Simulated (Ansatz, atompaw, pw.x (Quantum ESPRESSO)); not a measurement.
# pw.x on bcc Ti: one setting changed

Potential: PAW, atompaw 4.2.0.5, PBE; core [Ar], reference 3d2.5 4s1.5 4p0; waves: 4s (bound): rc 3.00 bohr; 4s channel at 4 Ry: rc 3.00 bohr; 4p (bound, empty): rc 3.00 bohr; 4p channel at 2.6 Ry: rc 3.00 bohr; 3d (bound): rc 1.80 bohr; 3d channel at 5 Ry: rc 3.00 bohr; local part: bessel scheme, radius 2.30 bohr; core correction: smooth core density matched at 2.45 bohr; augmentation: sinc compensation charge, radius 2.20 bohr; PAW radius 3.00 bohr; waves and projectors: custom rrkj gramschmidtortho.

The reference run (k-mesh 14³, cutoffs 50/500 Ry, Fermi–Dirac 0.01 Ry, mixing_beta 0.4, conv_thr 1e-9, no spin) gives -0.71 GPa at 17.343 Å³/atom, where all-electron LAPW gives 0.23 GPa. This run, with its own iteration cap, changes mixing_ndim to 2.

```
&control
  calculation='scf', prefix='x', pseudo_dir='./', outdir='./tmp', tstress=.true., disk_io='none'
/
&system
  ibrav=0, nat=1, ntyp=1, ecutwfc=50, ecutrho=500, nbnd=9,
  occupations='smearing', smearing='fd', degauss=0.01
/
&electrons
  conv_thr=1e-09, mixing_beta=0.4, electron_maxstep=60, mixing_ndim=2
/
ATOMIC_SPECIES
Ti 1.0 Ti.UPF
CELL_PARAMETERS angstrom
  -1.63062743 1.63062743 1.63062743
  1.63062743 -1.63062743 1.63062743
  1.63062743 1.63062743 -1.63062743
ATOMIC_POSITIONS crystal
Ti 0.0000 0.0000 0.0000
K_POINTS automatic
14 14 14 0 0 0
```

```bash
pw.x < Ti.scf.in > Ti.scf.out
```

Q: How does the run end?

A: It converges in 9 iterations; the free energy moves by +0.0 meV/atom and the pressure by -0.02 GPa. The result is that of the reference run.

```
Message from routine setup:
     using ibrav=0 with symmetry is DISCOURAGED, use correct ibrav instead
     lattice parameter (alat)  =       5.3372  a.u.
     unit-cell volume          =     117.0364 (a.u.)^3
     number of electrons       =         4.00
     number of Kohn-Sham states=            9
     kinetic-energy cutoff     =      50.0000  Ry
     charge density cutoff     =     500.0000  Ry
     scf convergence threshold =      1.0E-09
     Exchange-correlation= SLA PW PBX PBC
     number of k points=   104  Fermi-Dirac smearing, width (Ry)=  0.0100
     iteration #  1     ecut=    50.00 Ry     beta= 0.40
     total energy              =     -87.55304882 Ry
     estimated scf accuracy    <       0.10498412 Ry
     iteration #  2     ecut=    50.00 Ry     beta= 0.40
     total energy              =     -87.56135167 Ry
     estimated scf accuracy    <       0.00607772 Ry
     iteration #  3     ecut=    50.00 Ry     beta= 0.40
     total energy              =     -87.56177569 Ry
     estimated scf accuracy    <       0.00009084 Ry
     iteration #  4     ecut=    50.00 Ry     beta= 0.40
     c_bands:  1 eigenvalues not converged
     c_bands:  1 eigenvalues not converged
     c_bands:  1 eigenvalues not converged
     total energy              =     -87.56184168 Ry
     estimated scf accuracy    <       0.00005973 Ry
     iteration #  5     ecut=    50.00 Ry     beta= 0.40
     total energy              =     -87.56184685 Ry
     estimated scf accuracy    <       0.00000016 Ry
     iteration #  6     ecut=    50.00 Ry     beta= 0.40
     total energy              =     -87.56184751 Ry
     estimated scf accuracy    <       0.00000043 Ry
     iteration #  7     ecut=    50.00 Ry     beta= 0.40
     total energy              =     -87.56184760 Ry
     estimated scf accuracy    <       0.00000002 Ry
     iteration #  8     ecut=    50.00 Ry     beta= 0.40
     total energy              =     -87.56184759 Ry
     estimated scf accuracy    <          6.5E-09 Ry
     iteration #  9     ecut=    50.00 Ry     beta= 0.40
     the Fermi energy is     8.2078 ev
!    total energy              =     -87.56184759 Ry
     estimated scf accuracy    <          4.0E-11 Ry
     smearing contrib. (-TS)   =      -0.01023319 Ry
     convergence has been achieved in   9 iterations
          total   stress  (Ry/bohr**3)                   (kbar)     P=       -7.23
     Message from routine punch:
     Nothing written, as per user request (disk_io='none')
```

The run took about 10 s on one core of a shared server CPU.
